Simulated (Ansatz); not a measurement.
## A series in volume scale on NbN

Results calculated with Ansatz 0.2.0, not measured. Periodic Kohn-Sham DFT of a crystal at fixed atoms, scaled to volume_scale times the given cell; pressure positive in compression, energy less spherical unpolarised free atoms, largest_vzz the field gradient of largest size among the nuclei.

The cell before it is scaled or strained (space group Fm-3m, No. 225):
```
CELL_PARAMETERS angstrom
0.00000 2.19450 2.19450
2.19450 0.00000 2.19450
2.19450 2.19450 0.00000
ATOMIC_POSITIONS crystal
Nb 0.50000 0.50000 0.50000
N 0.00000 0.00000 0.00000
```

Settings of every row: method frozen-core PAW; functional PBEsol; relativity scalar; k mesh 14x14x14; filling fermi-dirac; smearing width 0.08 eV; wave cutoff 420 eV; paw set soft_2.

Atom start moment: 0 on all atoms.

Limits: PAW files made with PBE.

| row | volume scale | V (Å³/atom) | pressure (GPa) |
| --- | --- | --- | --- |
| 1 | 0.94 | 9.934 | 21.155 |
| 2 | 0.96 | 10.146 | 12.632 |
| 3 | 0.98 | 10.357 | 4.986 |
| 4 | 0.99 | 10.463 | ? |
| 5 | 1 | 10.568 | -1.872 |
| 6 | 1.01 | 10.674 | -5.032 |
| 7 | 1.02 | 10.78 | -8.024 |
| 8 | 1.04 | 10.991 | -13.544 |
| 9 | 1.06 | 11.202 | -18.494 |

Question: what pressure should row 4 give?

Worked fit of pressure. Take u = (V_r/V)^(2/3) − 1 with V_r = 10.621 Å³ an atom, which is twice the finite (Eulerian) strain; such expansions in the strain, on which the Birch-Murnaghan equation of state is built, carry the rest volume and the bulk modulus. The shown rows have u = 0.04559, 0.03097, 0.01692, 0.00334, -0.00331, -0.00986, -0.02257, -0.03488. Least squares give pressure = −3.4696 + 477.787 × u + 1363 × u² GPa; a straight line predicts inner rows, each left out in turn, worse (root mean square 0.71 against 0.02 GPa). The rows lie off it by 0.009, -0.003, -0.019, -0.013, 0.004, 0.024, 0.015, -0.017 (root mean square 0.015 GPa). The pressure vanishes at u = 0.0071, or V = 10.51 Å³ an atom, and there the bulk modulus at fixed shape and fractions is B = −V dP/dV = (2/3)(1 + u) dP/du = 334 GPa. The withheld row has u = 0.01004, so the fit gives −3.4696 + 477.787 × (0.01004) + 1363 × (0.01004)² = 1.465 GPa.

The calculation gave 1.464 GPa. The fit lies 0.001 GPa (0.0025 % of the column's range) above it, one unit of the last digit.
